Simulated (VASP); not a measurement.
# Settings for GaN: self-consistent run

GaN, P1 (no. 1), 4 atoms in the cell. PBE; PAW potentials Ga_d, N (PBE set). VASP 6.6.1. The atoms are moved at random off their ideal places.

Wanted: energy within 1 meV/atom; forces within 0.005 eV/Å; pressure within 0.1 GPa.

POSCAR:
```
GaN
1.0
    3.1800000000      0.0000000000      0.0000000000
   -1.5900000000      2.7539607840      0.0000000000
    0.0000000000      0.0000000000      5.1660000000
Ga N
2 2
Direct
    0.6600500000      0.3303130000      0.4954850000
    0.3347080000      0.6621820000     -0.0011780000
    0.6663010000      0.3329150000      0.8740920000
    0.3302160000      0.6727310000      0.3718020000
```

## FFT grids and symmetry tolerance typed by hand

| FFT grids and symmetry tolerance typed by hand | Energy less reference (meV/atom) | Forces, largest deviation (eV/Å) | Pressure (GPa) | SCF iterations | Time (s) |
|---|---|---|---|---|---|
| default | 0.0 | 0.0000 | 6.53 | 15 | 82 |
| NGX, NGY, NGZ = 30, 30, 48 | 0.0 | 0.0009 | 6.53 | 15 | 162 |
| NGX, NGY, NGZ = 18, 18, 30 | 0.0 | 0.0025 | 6.54 | 15 | 52 |
| NGX, NGY, NGZ = 16, 16, 24 | -1.8 | 0.0064 | 6.71 | 15 | 35 |
| NGX, NGY, NGZ = 14, 14, 20 | 8.6 | 0.1646 | 5.63 | 15 | 32 |
| NGXF, NGYF, NGZF = 34, 34, 54 | 0.0 | 0.0048 | 6.54 | 15 | 76 |
| NGXF, NGYF, NGZF = 68, 68, 108 | 0.0 | 0.0009 | 6.53 | 15 | 88 |
| SYMPREC = 0.001 | 0.0 | 0.0000 | 6.53 | 15 | 84 |
| SYMPREC = 1e-08 | 0.0 | 0.0000 | 6.53 | 15 | 80 |
| EWALD_CUTOFF = 2.0 | -4896.6 | 3.2561 | -111.45 | 15 | 80 |
| EWALD_CUTOFF = 8.0 | 0.0 | 0.0000 | 6.54 | 15 | 79 |

Chosen: NGX, NGY, NGZ = 18, 18, 30, the fastest of those that stay within half of the tolerance.

## The input

INCAR:
```
PREC = Accurate
ENCUT = 450
EDIFF = 1E-7
ISMEAR = 0
SIGMA = 0.02
LREAL = False
LASPH = True
ALGO = Normal
NELM = 100
ISIF = 2
LWAVE = False
LCHARG = False
NGX = 18
NGY = 18
NGZ = 30
```

KPOINTS:
```
k-points
0
Gamma
  8 8 5
```

Commands:
```
cat potpaw_PBE.64/Ga_d/POTCAR potpaw_PBE.64/N/POTCAR > POTCAR
mpirun -np 1 vasp_std > vasp.out
```

The chosen input took VASP 6.6.1 52 s on 1 core (AMD EPYC 9R45 (Zen 5)), a shared host.

## An input that fails: an FFT grid typed too coarse

It runs to its end, but against the unchanged starting input it is off by 1030.5 meV/atom in the energy, 0.5027 eV/Å in the forces, 20.39 GPa in the pressure.

Changes against the starting input:
```
+ NGX = 8
+ NGY = 8
+ NGZ = 14
```
